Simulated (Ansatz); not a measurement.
Relaxed bulk MoP:

```cif
data_structure
_symmetry_space_group_name_H-M 'P 1'
_symmetry_Int_Tables_number 1
_cell_length_a 3.2062
_cell_length_b 3.2062
_cell_length_c 3.1741
_cell_angle_alpha 90.000
_cell_angle_beta 90.000
_cell_angle_gamma 120.000
_cell_volume 28.26
loop_
_atom_site_label
_atom_site_type_symbol
_atom_site_fract_x
_atom_site_fract_y
_atom_site_fract_z
_atom_site_occupancy
Mo1 Mo 0.00000 0.00000 0.00000 1
P1 P 0.33333 0.66667 0.50000 1
```

Miller indices refer to the conventional cell of P-6m2 (No. 187), a = 3.206 Å, b = 3.206 Å, c = 3.174 Å, α = 90.00°, β = 90.00°, γ = 120.00°.

The (110) slab of 7 planes, 9.6 Å thick with 15 Å of vacuum as cut; outer planes MoP (top) and MoP (bottom).

Method: Ansatz, DFT PBEsol, scalar-relativistic, plane waves, PAW. Plane waves to 420 eV, a k mesh through Γ of 11×6×1 on the computed 14-atom cell and Gaussian smearing (0.10 eV); no spin polarisation. A dipole correction removes the field between periodic images along c.

Results for the relaxed slab:

For the relaxed slab, the surface energy (mean of both faces) is 2.74 J/m² and the work function is 4.63 eV.

Relaxation lowers the energy by 0.261 J/m² a face; the largest move is 0.282 Å.

| plane (bottom to top) | atoms | spacing to next, bulk (Å) | relaxed (Å) | change (%) | rumpling (Å) |
| --- | --- | --- | --- | --- | --- |
| 1 | MoP | 1.603 | 1.543 | -3.7 | 0.378 |
| 2 | MoP | 1.603 | 1.597 | -0.4 | 0.040 |
| 3 | MoP | 1.603 | 1.611 | +0.5 | 0.010 |
| 4 | MoP | 1.603 | 1.611 | +0.5 | 0.000 |
| 5 | MoP | 1.603 | 1.597 | -0.4 | 0.010 |
| 6 | MoP | 1.603 | 1.543 | -3.7 | 0.040 |
| 7 | MoP |  |  |  | 0.378 |